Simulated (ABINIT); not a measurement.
## Quasiparticle gap of GaN (P6_3mc) in ABINIT

Aim: the G0W0 gap of GaN (P6_3mc) on PBE, step by step.

Main program and level: ABINIT 10.8.3; PBE and many-body steps on it, plane waves.

The database entry behind the starting cell has ideal inner coordinates that were not refined, so it need not match the best structure at ambient conditions.

## 1. Starting point

Symmetry: P6_3mc, No. 186, hexagonal system. The conventional cell has a = 3.190 Å, b = 3.190 Å, c = 5.189 Å, α = 90.00°, β = 90.00°, γ = 120.00°. Nearest to Ga lie 4 N at 1.95 Å. Nearest to N lie 4 Ga at 1.95 Å. Farther neighbours and most contacts between anions are not listed.

Coordinates:

```cif
data_structure
_symmetry_space_group_name_H-M 'P 1'
_symmetry_Int_Tables_number 1
_cell_length_a 3.1900
_cell_length_b 3.1900
_cell_length_c 5.1890
_cell_angle_alpha 90.000
_cell_angle_beta 90.000
_cell_angle_gamma 120.000
_cell_volume 45.73
loop_
_atom_site_label
_atom_site_type_symbol
_atom_site_fract_x
_atom_site_fract_y
_atom_site_fract_z
_atom_site_occupancy
Ga1 Ga 0.66667 0.33333 0.00000 1
Ga2 Ga 0.33333 0.66667 0.50000 1
N3 N 0.66667 0.33333 0.37500 1
N4 N 0.33333 0.66667 0.87500 1
```

The cell and positions come from the Crystallography Open Database and are kept as given unless a step says otherwise.

## 2. Ground state

This step: ABINIT 10.8.3; DFT, PBE, plane waves, norm-conserving pseudopotentials.

The ground-state density comes first.

The input, run.abi:

```
acell 3*1.0 Angstrom
rprim 
  3.190000000016 -0.000000000004 0.000000000000
  -1.595000000005 2.762621038088 0.000000000000
  0.000000000000 0.000000000000 5.189000000000
ntypat 2
znucl 31 7
natom 4
typat 1 1 2 2
xred 
  0.666666666667 0.333333333333 0.000000000000
  0.333333333333 0.666666666667 0.500000000000
  0.666666666667 0.333333333333 0.375000000000
  0.333333333333 0.666666666667 0.875000000000
pp_dirpath "pseudos"
pseudos "Ga.upf, N.upf"
ecut 45
ngkpt 6 6 4
nshiftk 1
shiftk 0 0 0
kptopt 1
chksymbreak 0
nband 32
occopt 1
tolvrs 1e-10
nstep 60
prtwf 0
optforces 0
optstress 0
indata_prefix "in"
outdata_prefix "out"
tmpdata_prefix "tmp"
```

Command:

```bash
> OMP_NUM_THREADS=1 mpirun -n 4 abinit run.abi > log
```

Numbers of over 12 decimals in the logs are rounded to 6 here.

Output:

```text
.Version 10.8.3 of ABINIT. v10.8.2 released Aug 2026.

 Symmetries : space group P6_3 m c (#186); Bravais hP (primitive hexag.)
================================================================================
 Values of the parameters that define the memory need of the present run
     intxc =       0    ionmov =       0      iscf =       7    lmnmax =       6
     lnmax =       6     mgfft =      60  mpssoang =       3    mqgrid =    3001
     natom =       4  nloc_mem =       1    nspden =       1   nspinor =       1
    nsppol =       1      nsym =      12    n1xccc =    2501    ntypat =       2
    occopt =       1   xclevel =       2
-    mband =          32        mffmem =           1         mkmem =           6
       mpw =        4506          nfft =       96000          nkpt =          21
================================================================================
  Rough estimation (10% accuracy) of disk space for files :
================================================================================

--------------------------------------------------------------------------------
------------- Echo of variables that govern the present computation ------------
--------------------------------------------------------------------------------
 -outvars: echo values of preprocessed input variables --------
            acell      1.8897261259E+00  1.8897261259E+00  1.8897261259E+00 Bohr

      chksymbreak           0
             ecut      4.50000000E+01 Hartree
-          fftalg         312

              ixc     -101130
              kpt      0.00000000E+00  0.00000000E+00  0.00000000E+00
                       1.66666667E-01  0.00000000E+00  0.00000000E+00
                       3.33333333E-01  0.00000000E+00  0.00000000E+00
                       5.00000000E-01  0.00000000E+00  0.00000000E+00
                       1.66666667E-01  1.66666667E-01  0.00000000E+00
                       3.33333333E-01  1.66666667E-01  0.00000000E+00
                       3.33333333E-01  3.33333333E-01  0.00000000E+00
                       0.00000000E+00  0.00000000E+00  2.50000000E-01
                       1.66666667E-01  0.00000000E+00  2.50000000E-01
   [... 10 further rows ...]
                       3.33333333E-01  1.66666667E-01  5.00000000E-01
                       3.33333333E-01  3.33333333E-01  5.00000000E-01
         kptrlatt        6    0    0      0    6    0      0    0    4
          kptrlen      3.61693581E+01
P           mkmem           6
            natom           4
            nband          32
            ngfft          40      40      60
             nkpt          21
            nstep          60
             nsym          12
           ntypat           2
              occ      2.000000  2.000000  2.000000  2.000000  2.000000  2.000000
                       2.000000  2.000000  2.000000  2.000000  2.000000  2.000000
                       2.000000  2.000000  2.000000  2.000000  2.000000  2.000000
                       2.000000  2.000000  2.000000  2.000000  2.000000  2.000000
                       2.000000  2.000000  0.000000  0.000000  0.000000  0.000000
                       0.000000  0.000000
        optforces           0
        optstress           0
            prtwf           0
            rprim      3.1900000000E+00 -4.0000000000E-12  0.0000000000E+00
[...]
spgroup         186

           tolvrs      1.00000000E-10

             xred      6.6666666667E-01  3.3333333333E-01  0.0000000000E+00
[...]
znucl       31.00000    7.00000

================================================================================

 chkinp: Checking input parameters for consistency.

================================================================================
== DATASET  1 ==================================================================
-   mpi_nproc: 4, omp_nthreads: 1 (-1 if OMP is not activated)

--- !DatasetInfo
iteration_state: {dtset: 1, }
dimensions: {natom: 4, nkpt: 21, mband: 32, nsppol: 1, nspinor: 1, nspden: 1, mpw: 4506, }
cutoff_energies: {ecut:  45.0, pawecutdg:  -1.0, }
electrons: {nelect:   5.20000000E+01, charge:   0.00000000E+00, occopt:   1.00000000E+00, tsmear:   1.00000000E-02, }

 Real(R)+Recip(G) space primitive vectors, cartesian coordinates (Bohr,Bohr^-1):
 R(1)=  6.0282263  0.0000000  0.0000000  G(1)=  0.1658863  0.0957745  0.0000000
 R(2)= -3.0141132  5.2205972  0.0000000  G(2)=  0.0000000  0.1915490  0.0000000
 R(3)=  0.0000000  0.0000000  9.8057889  G(3)=  0.0000000  0.0000000  0.1019806
 Unit cell volume ucvol=  3.0859741E+02 bohr^3
 Angles (23,13,12)=  9.00000000E+01  9.00000000E+01  1.20000000E+02 degrees

 getcut: wavevector=  0.0000  0.0000  0.0000  ngfft=  40  40  60
         ecut(hartree)=     45.000   => boxcut(ratio)=   2.02627

--- Pseudopotential description ------------------------------------------------
- Ga Generated using ONCVPSP code by D. R. Hamann
- 31.00000  21.00000  171031                  znucl, zion, pspdat
12 -101130 2 -1 1902                          pspcod,pspxc,lmax,lloc,mmax
     nproj     2     2     2
  pspatm : epsatm=   21.85474337
         --- l  ekb(1:nproj) -->
[...]
pspatm: atomic psp has been read  and splines computed

- N Generated using ONCVPSP code by D. R. Hamann
-  7.00000   5.00000  171031                  znucl, zion, pspdat
12 -101130 1 -1 1058                          pspcod,pspxc,lmax,lloc,mmax
     nproj     2     2     0
  pspatm : epsatm=    5.20977870
         --- l  ekb(1:nproj) -->
[...]
pspatm: atomic psp has been read  and splines computed

   2.81471030E+03                                ecore*ucvol(ha*bohr**3)
--------------------------------------------------------------------------------

_setup2: Arith. and geom. avg. npw (full set) are    4450.160    4450.144

================================================================================

--- !BeginCycle
iteration_state: {dtset: 1, }
solver: {iscf: 7, nstep: 60, nline: 4, wfoptalg: 0, }
tolerances: {tolvrs: 1.00E-10, }

     iter   Etot(hartree)      deltaE(h)  residm     vres2
 ETOT  1  -514.91241054123    -5.149E+02 5.658E-01 2.259E+03
 ETOT  2  -516.80333335610    -1.891E+00 4.036E-02 3.250E+03
 ETOT  3  -517.42656362396    -6.232E-01 1.014E-01 5.839E+01
 ETOT  4  -517.43277143139    -6.208E-03 5.667E-03 3.122E+01
 ETOT  5  -517.43610687166    -3.335E-03 3.358E-03 5.848E+00
 ETOT  6  -517.43717997071    -1.073E-03 1.205E-02 1.232E-01
 ETOT  7  -517.43719931203    -1.934E-05 1.934E-03 3.823E-02
 ETOT  8  -517.43720571057    -6.399E-06 8.764E-04 2.595E-03
 ETOT  9  -517.43720617804    -4.675E-07 1.286E-03 9.031E-05
 ETOT 10  -517.43720619562    -1.758E-08 4.232E-04 4.200E-07
 ETOT 11  -517.43720619571    -9.561E-11 4.766E-04 3.169E-09
 ETOT 12  -517.43720619571    -5.684E-13 1.401E-04 1.619E-10
 ETOT 13  -517.43720619570     8.868E-12 1.580E-04 7.836E-12

 At SCF step   13       vres2   =  7.84E-12 < tolvrs=  1.00E-10 =>converged.

--- !ResultsGS
iteration_state: {dtset: 1, }
comment   : Summary of ground state results
lattice_vectors:
- [  6.0282263,  -0.0000000,   0.0000000, ]
- [ -3.0141132,   5.2205972,   0.0000000, ]
- [  0.0000000,   0.0000000,   9.8057889, ]
lattice_lengths: [   6.02823,    6.02823,    9.80579, ]
lattice_angles: [ 90.000,  90.000, 120.000, ] # degrees, (23, 13, 12)
lattice_volume:   3.0859741E+02
convergence: {deltae:  8.868E-12, res2:  7.836E-12, residm:  1.580E-04, diffor:  0.000E+00, }
etotal    :  -5.17437206E+02
entropy   :   0.00000000E+00
fermie    :   2.53663909E-01
cartesian_stress_tensor: null
pressure_GPa: null
xred      :
- [  6.6667E-01,   3.3333E-01,   0.0000E+00, Ga]
- [  3.3333E-01,   6.6667E-01,   5.0000E-01, Ga]
- [  6.6667E-01,   3.3333E-01,   3.7500E-01,  N]
- [  3.3333E-01,   6.6667E-01,   8.7500E-01,  N]
cartesian_forces: null
force_length_stats: {min: null, max: null, mean: null, }

 Integrated electronic density in atomic spheres:
 ------------------------------------------------
 Atom  Sphere_radius  Integrated_density
[...]
4        2.00000          5.25890326
================================================================================

 ----iterations are completed or convergence reached----

 Mean square residual over all n,k,spin=   45.715E-08; max=  15.795E-05
 reduced coordinates (array xred) for    4 atoms
       0.666666666667      0.333333333333      0.000000000000
       0.333333333333      0.666666666667      0.500000000000
       0.666666666667      0.333333333333      0.375000000000
       0.333333333333      0.666666666667      0.875000000000
 rms dE/dt=  0.0000E+00; max dE/dt=  0.0000E+00; dE/dt below (all hartree)
    1       0.000000000000      0.000000000000      0.000000000000
    2       0.000000000000      0.000000000000      0.000000000000
    3       0.000000000000      0.000000000000      0.000000000000
    4       0.000000000000      0.000000000000      0.000000000000

 cartesian coordinates (angstrom) at end:
    1      1.595000     0.920874     0.000000
    2      2e-12     1.841747     2.594500
    3      1.595000     0.920874     1.945875
    4      2e-12     1.841747     4.540375
 length scales=  1.889726125908  1.889726125908  1.889726125908 bohr
              =  1.000000000000  1.000000000000  1.000000000000 angstroms
 prteigrs : about to open file out_EIG
 Fermi (or HOMO) energy (hartree) =   0.25366   Average Vxc (hartree)=  -0.43114
 Eigenvalues (hartree) for nkpt=  21  k points:
 kpt#   1, nband= 32, wtk=  0.00694, kpt=  0.0000  0.0000  0.0000 (reduced coord)
  -4.97589   -4.97589   -3.16320   -3.16306   -3.16306   -3.16305   -3.16304   -3.16304
  -0.33265   -0.30063   -0.24456   -0.24373   -0.24373   -0.24156   -0.24156   -0.23496
  -0.23496   -0.23177   -0.23177   -0.18366   -0.00600    0.21541    0.21541    0.25131
   0.25366    0.25366    0.32419    0.41056    0.59120    0.61823    0.61823    0.65065
 prteigrs : prtvol=0 or 1, do not print more k-points.

--- !EnergyTerms
iteration_state     : {dtset: 1, }
comment             : Components of total free energy in Hartree
kinetic             :  2.55431677541797E+02
hartree             :  2.00907745564323E+02
xc                  : -5.79425709439237E+01
Ewald energy        : -2.70513489358838E+02
psp_core            :  9.12097848216284E+00
local_psp           : -5.33709696700927E+02
non_local_psp       : -1.20731850780296E+02
total_energy        : -5.17437206195702E+02
total_energy_eV     : -1.40801836758326E+04
band_energy         : -6.19806074436561E+01

== END DATASET(S) ==============================================================
================================================================================

 -outvars: echo values of variables after computation  --------
           etotal     -5.1743720620E+02
            nband          32
             nkpt          21
          spgroup         186
 [... the other variables as echoed above ...]

 Calculation completed.
```

The job ended after 36 s (4 MPI ranks of Arm Neoverse V2, shared host; peak memory 0.36 GiB; 2.4 min of CPU time).

This step gave:

* total energy: -14080.1837 eV
* gap: 1.919 eV
* k of the valence top: 0, 0, 0
* k of the conduction bottom: 0, 0, 0
* least direct gap: 1.919 eV

The gap is direct, at Γ.

[end of part 1 of 3]

[Paths, hosts, dates, memory and timing lines, banners, echoed tables and standing remarks are left out of the program output.]

[Logs are printed without paths, hosts, clocks, repeated set-up lines and the standing remarks that a program may print on its own settings, such as how far it seeks lower states.]

[Runs of the session that timed out or met a known fault of the program may be left out.]

[Hosts, paths, dates, database ids (printed as entryN), source tags and the programs' standing remarks are cut or masked in the printed files.]

[G0W0 gaps are taken among the corrected bands and points alone; a level outside them can change the order at an edge.]

[Where Ansatz stands beside ABINIT at settings called matched, ABINIT's density can come from a denser mesh and the files from another edition; pairs whose starting gaps differed by over 0.03 eV were left out, so agreement reads better than it is.]
